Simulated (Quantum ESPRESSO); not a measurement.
# AlN/Al(1-x)Ga(x)N (10-10) interfaces, on the lattice of AlN: a series in the share x of Ga, part 7 of 9

Aim: how the results for AlN/Al(1-x)Ga(x)N (10-10) interfaces, on the lattice of AlN change with the share x of Ga.

Quantum ESPRESSO 7.5; plane-wave DFT, LDA, GBRV ultrasoft pseudopotentials.

So far. Step 5 (Relaxing cell and ions, 0.25):  The last row is no step: it is a fresh SCF in the final cell with a new plane-wave basis, -1 meV from the row before. Step 11 (Variable-cell relaxation, 0.5):  The last row is no step: it is a fresh SCF in the final cell with a new plane-wave basis, -4 meV from the row before.

## Step 15: Relaxing cell and ions, 0.75

System of this step: Al(1-x)Ga(x)N, x = 3/4, ordered (10-10) cell. The structure is monoclinic, space group Pm (No. 6). The conventional cell has a = 4.952 Å, b = 3.092 Å, c = 5.356 Å, α = 90.00°, β = 90.00°, γ = 90.00°. Nearest to Ga lie 4 N at 1.88 to 1.89 Å. N has 1 Al at 1.88 Å and 3 Ga at 1.88 to 1.89 Å nearest. Ga has 4 N at 1.88 to 1.89 Å nearest. N has 4 Ga at 1.88 to 1.89 Å nearest. N has 2 Ga at 1.88 to 1.89 Å and 2 Al at 1.88 Å nearest. Farther neighbours and most contacts between anions are not listed.

m2.relax.in

```
&control
  prefix = 'm2.relax'
  outdir = './out'
  pseudo_dir = './pseudo'
  nstep = 70
  forc_conv_thr = 0.0004
  calculation = 'vc-relax'
/
&system
  ibrav = 0
  nat = 8
  ntyp = 3
  ecutwfc = 48
  ecutrho = 240
  occupations = 'smearing'
  smearing = 'fd'
  degauss = 0.002
/
&electrons
  conv_thr = 1e-09
  mixing_beta = 0.4
  electron_maxstep = 120
/
&ions
/
&cell
  cell_dofree = 'z'
  press_conv_thr = 0.4
/
ATOMIC_SPECIES
  Ga  69.7230  ga_lda_v1.4.uspp.F.UPF
  N   14.0070  n_lda_v1.2.uspp.F.UPF
  Al  26.9815  al_lda_v1.uspp.F.UPF
CELL_PARAMETERS angstrom
  3.09241662500000 0.00000000000000 0.00000000000000
  0.00000000000000 4.95246770000012 0.00000000000000
  0.00000000000000 0.00000000000000 5.35621903900013
ATOMIC_POSITIONS crystal
  Ga  0.500000000000 0.500000000000 0.166666666700
  N   0.500000000000 0.882000000000 0.166666666700
  Ga  0.000000000000 0.000000000000 0.333333333300
  N   0.000000000000 0.382000000000 0.333333333300
  Ga  0.000000000000 0.500000000000 0.666666666700
  N   0.000000000000 0.882000000000 0.666666666700
  Al  0.500000000000 0.000000000000 0.833333333300
  N   0.500000000000 0.382000000000 0.833333333300
K_POINTS automatic
  5 3 3 0 0 0
```

Run with:

```bash
$ OMP_NUM_THREADS=1 mpirun -n 4 pw.x -nk 2 -in m2.relax.in > m2.relax.out
```

What it wrote:

```text
[banner, memory and clock lines left out]
Program PWSCF v.7.5 starts
[...]
Message from routine setup:
[...]
number of electrons       =        80.00
     number of Kohn-Sham states=           48
     kinetic-energy cutoff     =      48.0000  Ry
     charge density cutoff     =     240.0000  Ry
[...]
number of k points=    15  Fermi-Dirac smearing, width (Ry)=  0.0020
[...]
Dense  grid:    34659 G-vectors     FFT dimensions: (  30,  48,  50)
[...]
Starting wfcs are   56 randomized atomic wfcs
[...]
estimated scf accuracy    <      13.61354637 Ry
[...]
estimated scf accuracy    <       0.99304597 Ry
[...]
estimated scf accuracy    <       0.09203047 Ry
[...]
estimated scf accuracy    <       0.00781786 Ry
[...]
estimated scf accuracy    <       0.00447126 Ry
[...]
estimated scf accuracy    <       0.00098106 Ry
[...]
estimated scf accuracy    <       0.00000999 Ry
[...]
estimated scf accuracy    <       0.00000333 Ry
[...]
estimated scf accuracy    <       0.00000007 Ry
[...]
estimated scf accuracy    <       0.00000002 Ry
[...]
estimated scf accuracy    <          1.6E-09 Ry
[...]
the Fermi energy is    12.0195 ev
!    total energy              =   -1332.64808200 Ry
     estimated scf accuracy    <          8.7E-11 Ry
     smearing contrib. (-TS)   =      -0.00000000 Ry
     internal energy E=F+TS    =   -1332.64808200 Ry
[...]
one-electron contribution =   -1094.07718134 Ry
     hartree contribution      =     592.04457655 Ry
     xc contribution           =    -169.94578605 Ry
     ewald contribution        =    -660.66969115 Ry
     convergence has been achieved in  12 iterations
[...]
Total force =     0.072594     Total SCF correction =     0.000033
[...]
estimated scf accuracy    <       0.00152447 Ry
[...]
estimated scf accuracy    <       0.00015174 Ry
[...]
estimated scf accuracy    <       0.00002851 Ry
[...]
estimated scf accuracy    <       0.00000286 Ry
[...]
estimated scf accuracy    <       0.00000039 Ry
[...]
estimated scf accuracy    <       0.00000003 Ry
[...]
estimated scf accuracy    <          4.0E-09 Ry
[...]
the Fermi energy is    11.3930 ev
!    total energy              =   -1332.65739124 Ry
     estimated scf accuracy    <          6.7E-10 Ry
     smearing contrib. (-TS)   =      -0.00000000 Ry
     internal energy E=F+TS    =   -1332.65739124 Ry
[...]
one-electron contribution =   -1100.17144701 Ry
     hartree contribution      =     594.01563755 Ry
     xc contribution           =    -169.80585557 Ry
     ewald contribution        =    -656.69572621 Ry
     convergence has been achieved in   8 iterations
[...]
Total force =     0.042489     Total SCF correction =     0.000177
[...]
estimated scf accuracy    <       0.00069453 Ry
[...]
estimated scf accuracy    <       0.00006082 Ry
[...]
estimated scf accuracy    <       0.00001118 Ry
[...]
estimated scf accuracy    <       0.00000181 Ry
[...]
estimated scf accuracy    <       0.00000019 Ry
[...]
estimated scf accuracy    <       0.00000002 Ry
[...]
estimated scf accuracy    <          3.2E-09 Ry
[...]
the Fermi energy is    11.2426 ev
!    total energy              =   -1332.65922456 Ry
     estimated scf accuracy    <          3.2E-10 Ry
     smearing contrib. (-TS)   =      -0.00000000 Ry
     internal energy E=F+TS    =   -1332.65922456 Ry
[...]
one-electron contribution =   -1100.20722753 Ry
     hartree contribution      =     593.73934890 Ry
     xc contribution           =    -169.76637478 Ry
     ewald contribution        =    -656.42497115 Ry
     convergence has been achieved in   8 iterations
[...]
Total force =     0.017513     Total SCF correction =     0.000116
[...]
estimated scf accuracy    <       0.00013773 Ry
[...]
estimated scf accuracy    <       0.00001795 Ry
[...]
estimated scf accuracy    <       0.00000359 Ry
[...]
estimated scf accuracy    <       0.00000032 Ry
[...]
estimated scf accuracy    <       0.00000005 Ry
[...]
estimated scf accuracy    <          4.5E-09 Ry
[...]
estimated scf accuracy    <          4.6E-10 Ry
[...]
the Fermi energy is    11.2340 ev
!    total energy              =   -1332.65951374 Ry
     estimated scf accuracy    <          5.5E-11 Ry
     smearing contrib. (-TS)   =      -0.00000000 Ry
     internal energy E=F+TS    =   -1332.65951374 Ry
[...]
one-electron contribution =   -1099.65622495 Ry
     hartree contribution      =     593.39918472 Ry
     xc contribution           =    -169.75662008 Ry
     ewald contribution        =    -656.64585343 Ry
     convergence has been achieved in   8 iterations
[...]
Total force =     0.005605     Total SCF correction =     0.000080
[...]
estimated scf accuracy    <       0.00000596 Ry
[...]
estimated scf accuracy    <       0.00000093 Ry
[...]
estimated scf accuracy    <       0.00000019 Ry
[...]
estimated scf accuracy    <       0.00000001 Ry
[...]
estimated scf accuracy    <          2.5E-09 Ry
[...]
estimated scf accuracy    <          2.1E-10 Ry
[...]
the Fermi energy is    11.2410 ev
!    total energy              =   -1332.65953981 Ry
     estimated scf accuracy    <          2.5E-11 Ry
     smearing contrib. (-TS)   =      -0.00000000 Ry
     internal energy E=F+TS    =   -1332.65953981 Ry
[...]
one-electron contribution =   -1099.53675067 Ry
     hartree contribution      =     593.34224946 Ry
     xc contribution           =    -169.75648307 Ry
     ewald contribution        =    -656.70855553 Ry
     convergence has been achieved in   7 iterations
[...]
Total force =     0.002629     Total SCF correction =     0.000036
[...]
estimated scf accuracy    <       0.00000246 Ry
[...]
estimated scf accuracy    <       0.00000029 Ry
[...]
estimated scf accuracy    <       0.00000004 Ry
[...]
estimated scf accuracy    <          5.3E-09 Ry
[...]
estimated scf accuracy    <          9.2E-10 Ry
[...]
estimated scf accuracy    <          4.8E-11 Ry
[...]
the Fermi energy is    11.2448 ev
!    total energy              =   -1332.65954843 Ry
     estimated scf accuracy    <          9.5E-12 Ry
     smearing contrib. (-TS)   =      -0.00000000 Ry
     internal energy E=F+TS    =   -1332.65954843 Ry
[...]
one-electron contribution =   -1099.54284611 Ry
     hartree contribution      =     593.34638584 Ry
     xc contribution           =    -169.75640658 Ry
     ewald contribution        =    -656.70668159 Ry
     convergence has been achieved in   7 iterations
[...]
Total force =     0.001643     Total SCF correction =     0.000017
[...]
estimated scf accuracy    <       0.00000094 Ry
[...]
estimated scf accuracy    <       0.00000015 Ry
[...]
estimated scf accuracy    <       0.00000003 Ry
[...]
estimated scf accuracy    <          2.8E-09 Ry
[...]
estimated scf accuracy    <          4.1E-10 Ry
[...]
estimated scf accuracy    <          1.9E-11 Ry
[...]
the Fermi energy is    11.2472 ev
!    total energy              =   -1332.65955213 Ry
     estimated scf accuracy    <          3.4E-12 Ry
     smearing contrib. (-TS)   =      -0.00000000 Ry
     internal energy E=F+TS    =   -1332.65955213 Ry
[...]
one-electron contribution =   -1099.57144062 Ry
     hartree contribution      =     593.35907579 Ry
     xc contribution           =    -169.75616625 Ry
     ewald contribution        =    -656.69102106 Ry
     convergence has been achieved in   7 iterations
[...]
Total force =     0.001499     Total SCF correction =     0.000009
[...]
estimated scf accuracy    <       0.00000142 Ry
[...]
estimated scf accuracy    <       0.00000025 Ry
[...]
estimated scf accuracy    <       0.00000003 Ry
[...]
estimated scf accuracy    <          4.3E-09 Ry
[...]
estimated scf accuracy    <          1.8E-10 Ry
[...]
estimated scf accuracy    <          3.0E-11 Ry
[...]
the Fermi energy is    11.2507 ev
!    total energy              =   -1332.65955662 Ry
     estimated scf accuracy    <          5.1E-12 Ry
     smearing contrib. (-TS)   =      -0.00000000 Ry
     internal energy E=F+TS    =   -1332.65955662 Ry
[...]
one-electron contribution =   -1099.59443866 Ry
     hartree contribution      =     593.36869154 Ry
     xc contribution           =    -169.75596603 Ry
     ewald contribution        =    -656.67784347 Ry
     convergence has been achieved in   7 iterations
[...]
Total force =     0.001308     Total SCF correction =     0.000015
[...]
estimated scf accuracy    <       0.00000225 Ry
[...]
estimated scf accuracy    <       0.00000035 Ry
[...]
estimated scf accuracy    <       0.00000004 Ry
[...]
estimated scf accuracy    <          5.7E-09 Ry
[...]
estimated scf accuracy    <          5.6E-10 Ry
[...]
estimated scf accuracy    <          3.5E-11 Ry
[...]
```

Wall time 1.8 min (4 MPI ranks of Arm Neoverse V2, shared host); peak memory 0.39 GiB.

Relaxation path:

```
step  energy less that of the first step (eV)  largest force (eV/Å)  volume (Å³)
   1                                   0.0000                1.1286        82.03
   2                                  -0.1267                0.6649        83.82
   3                                  -0.1516                0.2214        84.28
   4                                  -0.1555                0.0854        84.38
   5                                  -0.1559                0.0364        84.38
   6                                  -0.1560                0.0244        84.38
   7                                  -0.1561                0.0213        84.39
   8                                  -0.1561                0.0191        84.39
   9                                  -0.1562                0.0141        84.39
  10                                  -0.1561                0.0091        84.39
  11                                  -0.1648                0.0091        84.39
```

```
     cell as run  before  after  change
           a (Å)   3.092  3.092  -0.0 %
           b (Å)   4.952  4.952  -0.0 %
           c (Å)   5.356  5.510  +2.9 %
volume (Å³/atom)   10.25  10.55  +2.9 %
```

The atoms that moved most (Å, as changes of fractional coordinates times the final cell):

```
atom     dx      dy      dz  length
  N2  0.000   0.016  -0.050   0.053
  N8  0.000  -0.041   0.012   0.043
  N6  0.000   0.024   0.022   0.033
  N4  0.000   0.011   0.019   0.022
 Ga1  0.000   0.000  -0.015   0.015
 Ga3  0.000  -0.004   0.010   0.010
 Al7  0.000  -0.007   0.001   0.007
```

 The last row is no step: it is a fresh SCF in the final cell with a new plane-wave basis, -9 meV from the row before.

This step gave:

| Quantity | Value |
| --- | --- |
| free energy | -18131.7657 eV |
| Fermi energy | 11.26 eV |

## Step 16: SCF with pw.x, 0.75

m2.bulk.in

```
&control
  prefix = 'm2.bulk'
  outdir = './out'
  pseudo_dir = './pseudo'
  calculation = 'scf'
  tprnfor = .true.
/
&system
  ibrav = 0
  nat = 8
  ntyp = 3
  ecutwfc = 40
  ecutrho = 200
  occupations = 'smearing'
  smearing = 'fd'
  degauss = 0.002
  nbnd = 44
/
&electrons
  conv_thr = 1e-09
  mixing_beta = 0.4
  electron_maxstep = 120
/
ATOMIC_SPECIES
  Ga  69.7230  ga_lda_v1.4.uspp.F.UPF
  N   14.0070  n_lda_v1.2.uspp.F.UPF
  Al  26.9815  al_lda_v1.uspp.F.UPF
CELL_PARAMETERS angstrom
  3.09241662500000 0.00000000000000 0.00000000000000
  0.00000000000000 4.95246770000000 0.00000000000000
  0.00000000000000 0.00000000000000 5.51010739900000
ATOMIC_POSITIONS crystal
  Ga  0.500000000000 0.499906489400 0.163922899200
  N   0.500000000000 0.885248606700 0.157572194700
  Ga  0.000000000000 -0.000782854600 0.335090276900
  N   0.000000000000 0.384293929300 0.336691150000
  Ga  0.000000000000 0.500099675300 0.667154055600
  N   0.000000000000 0.886845238800 0.670655839700
  Al  0.500000000000 -0.001341684000 0.833476894000
  N   0.500000000000 0.373730599100 0.835436689900
K_POINTS automatic
  10 6 6 0 0 0
```

Run with:

```bash
$ OMP_NUM_THREADS=1 mpirun -n 4 pw.x -nk 4 -in m2.bulk.in > m2.bulk.out
```

What it wrote:

```text
[banner, memory and clock lines left out]
Program PWSCF v.7.5 starts
[...]
Message from routine setup:
[...]
number of electrons       =        80.00
     number of Kohn-Sham states=           44
     kinetic-energy cutoff     =      40.0000  Ry
     charge density cutoff     =     200.0000  Ry
[...]
number of k points=   120  Fermi-Dirac smearing, width (Ry)=  0.0020
[...]
Dense  grid:    27171 G-vectors     FFT dimensions: (  27,  45,  48)
[...]
Starting wfcs are   56 randomized atomic wfcs
[...]
estimated scf accuracy    <      13.02304008 Ry
[...]
estimated scf accuracy    <       0.86001382 Ry
[...]
estimated scf accuracy    <       0.08478818 Ry
[...]
estimated scf accuracy    <       0.00850172 Ry
[...]
estimated scf accuracy    <       0.00316732 Ry
[...]
estimated scf accuracy    <       0.00068110 Ry
[...]
estimated scf accuracy    <       0.00001879 Ry
[...]
estimated scf accuracy    <       0.00000617 Ry
[...]
estimated scf accuracy    <       0.00000026 Ry
[...]
estimated scf accuracy    <       0.00000013 Ry
[...]
estimated scf accuracy    <       0.00000002 Ry
[...]
estimated scf accuracy    <          1.0E-09 Ry
[...]
the Fermi energy is    12.1947 ev
!    total energy              =   -1332.65367654 Ry
     estimated scf accuracy    <          5.1E-11 Ry
     smearing contrib. (-TS)   =       0.00000000 Ry
     internal energy E=F+TS    =   -1332.65367654 Ry
[...]
one-electron contribution =   -1099.58405665 Ry
     hartree contribution      =     593.37241033 Ry
     xc contribution           =    -169.75739847 Ry
     ewald contribution        =    -656.68463175 Ry
     convergence has been achieved in  13 iterations
[...]
Total force =     0.000727     Total SCF correction =     0.000035
[...]
```

Run time: 72 s. Hardware: 4 MPI ranks; peak memory 0.52 GiB.

Numbers from this step:

```
free energy                          : -18131.6770 eV
Fermi energy                         : 12.19 eV
valence top, on the run's zero       : 10.61 eV
conduction bottom, on the run's zero : 13.41 eV
gap by band count                    : 2.796 eV
```

## Step 17: Self-consistent run, 0.75

System of this step: AlN/Al(1-x)Ga(x)N (10-10) superlattice, x = 3/4. The cell holds 32 atoms: 10 Al, 16 N and 6 Ga. Cell: a = 3.092 Å, b = 4.952 Å, c = 21.733 Å, α = 90.0°, β = 90.0°, γ = 90.0°. The structure's axis is c.

m2.scf.in

```
&control
  prefix = 'm2.scf'
  outdir = './out'
  pseudo_dir = './pseudo'
  calculation = 'scf'
  tprnfor = .true.
/
&system
  ibrav = 0
  nat = 32
  ntyp = 3
  ecutwfc = 40
  ecutrho = 200
  occupations = 'smearing'
  smearing = 'fd'
  degauss = 0.002
/
&electrons
  conv_thr = 1e-08
  mixing_beta = 0.4
  electron_maxstep = 160
  mixing_mode = 'TF'
  mixing_ndim = 12
/
ATOMIC_SPECIES
  Al  26.9815  al_lda_v1.uspp.F.UPF
  N   14.0070  n_lda_v1.2.uspp.F.UPF
  Ga  69.7230  ga_lda_v1.4.uspp.F.UPF
CELL_PARAMETERS angstrom
  3.09241662500000 0.00000000000000 0.00000000000000
  0.00000000000000 4.95246770000000 -0.00000107500000
  0.00000000000000 0.00000000000000 21.73265287600000
ATOMIC_POSITIONS crystal
  Al  0.500000000000 0.500114910800 0.000000000000
  N   0.500000000000 0.881885129000 -0.000000086236
  Al  0.000000000000 0.000115037000 0.041076294007
  N   0.000000000000 0.381884923800 0.041076448167
  Al  0.000000000000 0.500114911100 0.123229756113
  N   0.000000000000 0.881885128700 0.123229669951
  Al  0.500000000000 0.000115036100 0.164306050564
  N   0.500000000000 0.381884923300 0.164306204774
  Al  0.500000000000 0.500114910800 0.246459512769
  N   0.500000000000 0.881885129000 0.246459426533
  Al  0.000000000000 0.000115037000 0.287535806776
  N   0.000000000000 0.381884923800 0.287535960936
  Al  0.000000000000 0.500114911100 0.369689268883
  N   0.000000000000 0.881885128700 0.369689182720
  Al  0.500000000000 0.000115036100 0.410765563333
  N   0.500000000000 0.381884923300 0.410765717543
  Ga  0.500000000000 0.499906489400 0.492919025538
  N   0.500000000000 0.885248606700 0.491308864825
  Ga  0.000000000000 -0.000782854600 0.536316885878
  N   0.000000000000 0.384293929300 0.536722772024
  Ga  0.000000000000 0.500099675300 0.620508498122
  N   0.000000000000 0.886845238800 0.621396342169
  Al  0.500000000000 -0.001341684000 0.662678071607
  N   0.500000000000 0.373730599100 0.663174959215
  Ga  0.500000000000 0.499906489400 0.746459512769
  N   0.500000000000 0.885248606700 0.744849352056
  Ga  0.000000000000 -0.000782854600 0.789857373109
  N   0.000000000000 0.384293929300 0.790263259255
  Ga  0.000000000000 0.500099675300 0.874048985353
  N   0.000000000000 0.886845238800 0.874936829399
  Al  0.500000000000 -0.001341684000 0.916218558838
  N   0.500000000000 0.373730599100 0.916715446445
K_POINTS automatic
  6 5 1 0 0 0
```

Run with:

```bash
$ OMP_NUM_THREADS=1 mpirun -n 4 pw.x -nk 2 -in m2.scf.in > m2.scf.out
```

What it wrote:

```text
[banner, memory and clock lines left out]
Program PWSCF v.7.5 starts
[...]
Message from routine setup:
[...]
number of electrons       =       224.00
     number of Kohn-Sham states=          134
     kinetic-energy cutoff     =      40.0000  Ry
     charge density cutoff     =     200.0000  Ry
[...]
number of k points=    12  Fermi-Dirac smearing, width (Ry)=  0.0020
[...]
Dense  grid:   107217 G-vectors     FFT dimensions: (  27,  45, 192)
[...]
Starting wfcs are  176 randomized atomic wfcs
[...]
negative rho (up, down):  5.355E-02 0.000E+00
[...]
estimated scf accuracy    <    4036.69341332 Ry
[...]
negative rho (up, down):  3.450E-01 0.000E+00
[...]
estimated scf accuracy    <    2810.37679765 Ry
[...]
negative rho (up, down):  8.689E-02 0.000E+00
[...]
estimated scf accuracy    <     335.68108019 Ry
[...]
negative rho (up, down):  1.464E-02 0.000E+00
[...]
estimated scf accuracy    <      38.98191947 Ry
[...]
negative rho (up, down):  3.695E-04 0.000E+00
[...]
estimated scf accuracy    <       5.42892583 Ry
[...]
negative rho (up, down):  4.061E-04 0.000E+00
[...]
estimated scf accuracy    <      41.72383902 Ry
[...]
negative rho (up, down):  1.031E-03 0.000E+00
[...]
estimated scf accuracy    <      35.63962013 Ry
[...]
negative rho (up, down):  1.674E-02 0.000E+00
[...]
estimated scf accuracy    <       1.49834675 Ry
[...]
negative rho (up, down):  2.202E-02 0.000E+00
[...]
estimated scf accuracy    <       0.32289941 Ry
[...]
negative rho (up, down):  4.805E-04 0.000E+00
[...]
estimated scf accuracy    <       0.16880847 Ry
[...]
negative rho (up, down):  2.753E-05 0.000E+00
[...]
estimated scf accuracy    <       0.06072258 Ry
[...]
negative rho (up, down):  6.390E-06 0.000E+00
[...]
estimated scf accuracy    <       0.02192340 Ry
[...]
estimated scf accuracy    <       0.01370494 Ry
[...]
estimated scf accuracy    <       0.00628488 Ry
[...]
estimated scf accuracy    <       0.00207200 Ry
[...]
estimated scf accuracy    <       0.00086199 Ry
[...]
estimated scf accuracy    <       0.00042373 Ry
[...]
estimated scf accuracy    <       0.00028488 Ry
[...]
estimated scf accuracy    <       0.00026244 Ry
[...]
estimated scf accuracy    <       0.00022594 Ry
[...]
estimated scf accuracy    <       0.00014731 Ry
[...]
estimated scf accuracy    <       0.00008672 Ry
[...]
estimated scf accuracy    <       0.00004052 Ry
[...]
estimated scf accuracy    <       0.00002241 Ry
[...]
estimated scf accuracy    <       0.00000860 Ry
[...]
estimated scf accuracy    <       0.00000514 Ry
[...]
estimated scf accuracy    <       0.00000218 Ry
[...]
estimated scf accuracy    <       0.00000092 Ry
[...]
estimated scf accuracy    <       0.00000046 Ry
[...]
estimated scf accuracy    <       0.00000018 Ry
[...]
estimated scf accuracy    <       0.00000009 Ry
[...]
estimated scf accuracy    <       0.00000002 Ry
[...]
the Fermi energy is    11.6254 ev
!    total energy              =   -2881.48905565 Ry
     estimated scf accuracy    <          7.1E-09 Ry
     smearing contrib. (-TS)   =      -0.00000000 Ry
     internal energy E=F+TS    =   -2881.48905565 Ry
[...]
one-electron contribution =   -6001.09247223 Ry
     hartree contribution      =    3123.73650180 Ry
     xc contribution           =    -417.97545856 Ry
     ewald contribution        =     413.84237334 Ry
     convergence has been achieved in  33 iterations
[...]
Total force =     0.061091     Total SCF correction =     0.000367
[...]
```

It took 6.1 min on 4 MPI ranks; peak memory 1 GiB; 24 min of CPU time.

Numbers from this step:

```
free energy  : -39204.6558 eV
Fermi energy : 11.63 eV
```

(Continued in part 8 of 9.)

[Logs are printed without paths, hosts, clocks, repeated set-up lines and the standing remarks that a program may print on its own settings, such as how far it seeks lower states.]

[Hosts, paths, dates, database ids (printed as entryN), source tags and the programs' standing remarks are cut or masked in the printed files.]

[Maps of the electrostatic potential energy from Ansatz leave out the sawtooth potential of an applied field or a dipole correction, so their vacuum need not be flat; planar profiles and work functions include it.]
